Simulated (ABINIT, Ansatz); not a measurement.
## GaAs: electronic dielectric constant by level of theory

Symmetry: F-43m, No. 216, cubic system. The conventional cell has a = 5.654 Å, b = 5.654 Å, c = 5.654 Å, α = 90.00°, β = 90.00°, γ = 90.00°. Around As (site symmetry -43m) lie 4 Ga at 2.45 Å. Around Ga (site symmetry -43m) lie 4 As at 2.45 Å.

| rung | level | program and potentials | cutoff (eV) | k mesh | smearing | task | core time | chip | electronic dielectric constant | miss | notes |
| --- | --- | --- | --- | --- | --- | --- | --- | --- | --- | --- | --- |
| GGA | PBEsol | Ansatz, Ansatz PAW | 420 | 8 × 8 × 8 | fixed | Born charges and dielectric tensor | 68 s | Arm Neoverse V1 | 14.17 | +30.1 % | potentials made for PBE, which Ansatz adapts in part |
| LDA | LDA | Ansatz, Ansatz PAW | 420 | 8 × 8 × 8 | fixed | Born charges and dielectric tensor | 1.7 min | Intel Xeon Skylake/Cascade Lake | 15.05 | +38.2 % | potentials made for PBE, which Ansatz adapts in part; far from this level's other runs, on another mesh |
| meta-GGA | r2SCAN | Ansatz, Ansatz PAW | 500 | 8 × 8 × 8 | fixed | Born charges and dielectric tensor | 2.9 min | Arm Neoverse V1 | 11.52 | +5.8 % | potentials made for PBE, which Ansatz adapts in part |
| GGA | PBE | ABINIT, PseudoDojo NC SR PBE v0.4.1 standard | 1034 | 4 × 4 × 4, 4 shifts | fixed | dielectric tensor | 19 min | Arm Neoverse V2 | 15.23 | +39.9 % | - |
| GGA | PBEsol | ABINIT, PseudoDojo NC SR PBEsol v0.4.1 standard | 1034 | 4 × 4 × 4, 4 shifts | fixed | dielectric tensor | 22 min | Arm Neoverse V1 | (a) | ? | - |
| LDA | LDA | ABINIT, PseudoDojo NC SR LDA v0.4.1 standard | 980 | 4 × 4 × 4, 4 shifts | fixed | phonons | 23 min | Arm Neoverse V1 | (b) | ? | - |

Times are single runs on shared hosts and different chips, so they are rough; meshes, cutoffs and the tasks' sizes weigh on the time. All rows: no spin polarisation. Smearing widths are in eV. The cell comes from a database and isn't always the measured one. Meshes differ between rows, which moves values too. All levels ran on this one cell, unrelaxed unless noted. Meshes are those of the run's cell of 2 atoms unless a note names another. Ansatz refines the mesh for the field response beyond the one shown. Misses use the values as printed. Runs on faulty files, with rough fits or with known faults for this quantity aren't shown. No row holds spin-orbit coupling.

Measured: 10.89 at 300 K (a printed reference work). The runs are for a static lattice.

Task: Estimate the values left out from the other rows.

Result: (a) 15.89, miss +45.9 %; (b) 16.77, miss +54.0 %.
